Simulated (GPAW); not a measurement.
Wanted: an ASE script for a GPAW 26.7.0 run.

```yaml
Task: equation of state
Functional: LDA
Potentials_or_basis: the program's PAW data sets (release 1.2.1) made for this functional
Cutoff: 800 eV
Basis: pw
k_mesh: 8 × 8 × 5
Occupations: fermi-dirac, width 0.05 eV
Spin: no spin polarisation
Maxiter: 150
Eos_scales: "[0.94, 0.96, 0.98, 1.0, 1.02, 1.04, 1.06]"
```

Crystal: Ti2O.

```xyz
3
Lattice="2.9194 0.0000 0.0000 -1.4597 2.5283 0.0000 0.0000 0.0000 4.7130" Properties=species:S:1:pos:R:3 pbc="T T T"
Ti    0.0000    1.6855    3.3993
Ti    1.4597    0.8428    1.3137
O     0.0000    0.0000    0.0000
```

The input as run:

run.py

```python
from ase import Atoms
from ase.eos import EquationOfState
from ase.io import Trajectory
from ase.units import GPa
from gpaw import GPAW, PW

atoms = Atoms(['Ti', 'Ti', 'O'],
              cell=[[2.9194, 0.0, 0.0],
                    [-1.4597, 2.5282745638, 0.0],
                    [0.0, 0.0, 4.713]],
              scaled_positions=[[0.3333333333, 0.6666666667, 0.72126],
                                [0.6666666667, 0.3333333333, 0.27874],
                                [0.0, 0.0, 0.0]],
              pbc=True)

traj = Trajectory('eos.traj', 'w')
volumes, energies = [], []
for x in [0.94, 0.96, 0.98, 1.0, 1.02, 1.04, 1.06]:
    a = atoms.copy()
    a.set_cell(atoms.cell * x**(1 / 3), scale_atoms=True)
    calc = GPAW(mode=PW(800),
                xc='LDA',
                kpts={'size': (8, 8, 5), 'gamma': True},
                occupations={'name': 'fermi-dirac', 'width': 0.05},
                nbands=29,
                convergence={'density': 1e-05, 'energy': 1e-05},
                maxiter=150,
                txt=f'eos-{x:.2f}.txt')
    a.calc = calc
    energies.append(a.get_potential_energy(force_consistent=True))
    volumes.append(a.get_volume())
    p = -a.get_stress()[:3].mean() / GPa
    calc.write(f'eos-{x:.2f}.gpw')
    traj.write(a)
    print(f'{x:.2f} {volumes[-1]:10.4f} A^3 {energies[-1]:14.6f} eV {p:9.3f} GPa', flush=True)

v0, e0, B = EquationOfState(volumes, energies, eos='birchmurnaghan').fit()
print(f'V0 = {v0:.4f} A^3, E0 = {e0:.6f} eV, B0 = {B / GPa:.2f} GPa')
```

Potentials or basis: the program's PAW data sets (release 1.2.1) made for this functional, pw.

Command:

```console
$ OMP_NUM_THREADS=1 python run.py
```

It gave:

```json
{
  "Equilibrium volume": "11.57 Å³/atom",
  "Bulk modulus at fixed shape and positions": "214 GPa",
  "Pressure derivative of the bulk modulus": "4.2"
}
```

Caveat: the cell was scaled at fixed shape and fractional positions, which overstates the stiffness of a crystal with free parameters, most of all of layers and chains.

Wall time 3.1 min on 1 thread of Arm Neoverse V2, with other jobs on the host, peak memory 0.32 GiB.
